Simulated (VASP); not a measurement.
InAs: single point with PBEsol

**Experimental background.**

A printed reference work, data compilation reports, for a bulk crystal of InAs at 4.2 K: band gap 0.418 eV (direct).

Crystal: InAs.

```
In As
1.0
     0.00000    3.04370    3.04370
     3.04370    0.00000    3.04370
     3.04370    3.04370    0.00000
In As
1 1
Direct
  0.00000 0.00000 0.00000
  0.25000 0.25000 0.25000
```

```
Program             : VASP 6.6.1
Task                : single point
Functional          : PBEsol
Potentials or basis : VASP PAW PBE potentials, release 64 (In_d, As)
Cutoff              : 500 eV
k mesh              : 12 × 12 × 12
Occupations         : gaussian, width 0.1 eV
Spin                : no spin polarisation
```

```yaml
Pressure: 0.1 GPa
Band_gap_on_the_k_mesh: zero (filled and empty bands touch)
```

Levels at points of the mesh, in eV from the Fermi level:
```csv
k point,band 6,band 7,band 8,band 9,band 10,band 11,band 12,band 13
"(0.00, 0.00, 0.00)",-11.82,-0.44,-0.06,-0.06,-0.06,3.79,3.79,3.79
"(0.50, 0.00, 0.00)",-10.40,-5.77,-1.03,-1.03,0.77,4.55,4.55,6.63
"(0.50, 0.50, 0.00)",-9.87,-5.86,-2.34,-2.34,1.41,1.92,8.89,9.02
```

It took 62 s on 1 thread of Intel Xeon 8259CL, on a shared host, peak memory 0.22 GiB.

A measured gap of InAs is 0.418 eV (direct; 4.2 K; a printed reference work, data compilation); the calculated 0.00 eV misses it by -0.42 eV. Spin-orbit coupling on As, In is left out. The value is that of PBEsol on a finite k mesh, which can miss the band edges, without temperature or zero-point motion. Semilocal functionals fall short of measured gaps as a rule.

Caveat: semilocal functionals underestimate gaps, so a narrow gap can read as zero; the PAW data sets were made with another functional, which shifts forces and pressure a little; spin-orbit coupling is left out, which moves the levels of the heavy elements.
